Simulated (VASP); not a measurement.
MgB2:

```
CELL_PARAMETERS angstrom
3.08500 0.00000 0.00000
-1.54250 2.67169 0.00000
0.00000 0.00000 3.52300
ATOMIC_POSITIONS crystal
Mg 0.00000 0.00000 0.00000
B 0.66667 0.33333 0.50000
B 0.33333 0.66667 0.50000
```

Program: VASP 6.6.1. Alike in all runs: cell as given. Hardware: 1 thread of Intel(R) Xeon(R) Platinum 8559C (Emerald Rapids) (shared host).

Order these runs on this cell by their wall time, lowest first.
A. task band structure; level PBE; potentials or basis VASP PAW PBE potentials, release 64 (Mg, B_s); spin off; k mesh 10 × 10 × 8; cutoff (eV) 400; smearing gaussian 0.1 eV; other keys PREC = Normal; LASPH = no; NBANDS = 28
B. task density of states; level rSCAN+D3(BJ); potentials or basis VASP PAW PBE potentials, release 64 (Mg, B); spin off; k mesh 10 × 10 × 8; cutoff (eV) 520; smearing tetrahedron; other keys AMIX = 0.2; BMIX = 0.0001; AMIX_MAG = 0.8; BMIX_MAG = 0.0001
C. task band structure; level TB-mBJ; potentials or basis VASP PAW PBE potentials, release 64 (Mg, B); spin non-collinear, ferromagnetic start, SOC; k mesh 7 × 7 × 6; cutoff (eV) 520; smearing gaussian 0.01 eV

A (16 s), B (47 s), C (390 s).
